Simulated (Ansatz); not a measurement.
Crystal: Pd, bcc type, 1 atom in the cell.

Method: PBE, plane waves, PAW datasets (generated soft set 1) in Ansatz 0.2.0 development build.

Cutoff 420 eV; k-mesh 49×49×49 Γ-centred; Fermi–Dirac smearing of 0.0612 eV; no spin polarisation.

```json
{"V (Å³/atom)": "14.515", "a (Å)": "3.0734", "E − E(min) (meV/atom)": "33.24", "P (GPa)": "12.16"}
{"V (Å³/atom)": "14.824", "a (Å)": "3.0950", "E − E(min) (meV/atom)": "14.27", "P (GPa)": "7.61"}
{"V (Å³/atom)": "15.133", "a (Å)": "3.1164", "E − E(min) (meV/atom)": "3.52", "P (GPa)": "3.62"}
{"V (Å³/atom)": "15.442", "a (Å)": "3.1374", "E − E(min) (meV/atom)": "0.00", "P (GPa)": "0.11"}
{"V (Å³/atom)": "15.751", "a (Å)": "3.1582", "E − E(min) (meV/atom)": "2.82", "P (GPa)": "-2.97"}
{"V (Å³/atom)": "16.060", "a (Å)": "3.1787", "E − E(min) (meV/atom)": "11.22", "P (GPa)": "-5.68"}
{"V (Å³/atom)": "16.368", "a (Å)": "3.1990", "E − E(min) (meV/atom)": "24.49", "P (GPa)": "-8.04"}
```

Problem. Fit a third-order Birch–Murnaghan equation of state to the energies.

Solution. V₀ = 15.452 Å³/atom (a₀ = 3.138 Å), B₀ = 164 GPa, B₀′ = 5.51.

The published all-electron PBE values for this crystal (mean of FLEUR and WIEN2k, k-spacing 0.06 Å⁻¹; Bosoni et al., Nat. Rev. Phys. 6, 45 (2024)) are V₀ = 15.444 Å³/atom, B₀ = 164.1 GPa, B₀′ = 5.53.

The stress includes the program's correction for the finite plane-wave basis.

This cubic structure is a model: it isn't the usual form of the substance at ambient conditions, and such phases are metastable or hypothetical.
